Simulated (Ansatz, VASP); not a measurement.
**Two plane-wave programs on Ti3Si**

```
Ti Si
1.0
     0.00000    3.14436    3.14436
     3.14436    0.00000    3.14436
     3.14436    3.14436    0.00000
Ti Si
3 1
Direct
  0.01571 0.00242 0.98385
  0.24850 0.24924 0.24349
  0.75176 0.75579 0.75107
  0.50604 0.49086 0.51541
```

Change from the starting cell: atoms moved at random, drawn with an rms of 0.05 Å.

Alike in both runs: task single point; functional PBEsol; k mesh 7 × 7 × 7; occupations fermi-dirac, width 0.05 eV; no spin polarisation.

|  | VASP | Ansatz |
| --- | --- | --- |
| version | VASP 6.6.1 | Ansatz 0.2.0 |
| potentials or method | VASP PAW PBE potentials, release 64 (Ti_sv, Si) | Ansatz PAW |
| plane-wave cutoff (eV) | 520 | 420 |
| valence electrons in the cell | 40 | 40 |

|  | VASP | Ansatz | Ansatz less VASP |
| --- | --- | --- | --- |
| gap on the k mesh at the Fermi level (eV) | none | none | - |
| pressure (GPa) | -4.7 | -4.7 | +0.05 |
| largest component of the traceless stress (GPa) | 0.35 | 0.35 | 0.000 |
| rms of the force components (eV/Å) | 0.214 | 0.213 | -0.0007 |

Atom by atom the forces differ by 0.001 eV/Å (rms over components). A gap of «none» marks a metal or a gap that the smearing closes.

Caveats: the PAW data sets were made with another functional, which shifts forces and pressure a little (VASP); the PAW data sets come from PBE, with cores solved anew for the run's functional, which leaves a small shift of forces and pressure (Ansatz).
